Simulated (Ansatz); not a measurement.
# Pressure series in BaSnO3

The reference is BaSnO₃ in the cubic perovskite structure (space group Pm-3m, No. 221; a = 4.131 Å).

Cell and atoms are relaxed at each pressure.

Computed with Ansatz (a program for electronic structure), r2SCAN, PAW, cutoff 500 eV, no SOC.

Notes on the quantities. enthalpy: H = E + PV relative to the base's energy.

| variant | enthalpy | band gap | electron mass | volume per atom |
|---|---|---|---|---|
| base | – | 1.56 eV | 0.19 mₑ (at Γ) | 14.10 Å³ |
| pressure −2 GPa | -0.18 eV/atom | 1.40 eV | 0.18 mₑ (at Γ) | 14.29 Å³ |
| pressure −1 GPa | -0.09 eV/atom | 1.48 eV | 0.19 mₑ (at Γ) | 14.19 Å³ |
| pressure 1.8 GPa | +0.16 eV/atom | (withheld) | 0.20 mₑ (at Γ) | 13.95 Å³ |
| pressure 4.2 GPa | +0.37 eV/atom | (withheld) | 0.21 mₑ (at Γ) | 13.75 Å³ |
| pressure 9 GPa | +0.77 eV/atom | 2.24 eV | 0.22 mₑ (at Γ) | 13.41 Å³ |
| pressure 18 GPa | +1.51 eV/atom | 2.83 eV | 0.24 mₑ (at Γ) | 12.87 Å³ |
| pressure 30 GPa | +2.45 eV/atom | 3.52 eV | 0.27 mₑ (at Γ) | 12.30 Å³ |
| pressure 45 GPa | +3.57 eV/atom | (withheld) | 0.29 mₑ (at Γ) | 11.73 Å³ |
| pressure 60 GPa | +4.65 eV/atom | 4.85 eV | 0.31 mₑ (at Γ) | (withheld) |

Q: Some entries are withheld; estimate them.

A: 
- pressure 1.8 GPa, band gap: 1.71 eV
- pressure 4.2 GPa, band gap: 1.90 eV
- pressure 45 GPa, band gap: 4.27 eV
- pressure 60 GPa, volume per atom: 11.27 Å³

Load acts through the strain it causes; cell and atoms are relaxed under it. Masses are band curvatures over ±0.01 Å⁻¹ around the edge. Stability against distortions was not tested. No other phases were tried under pressure.
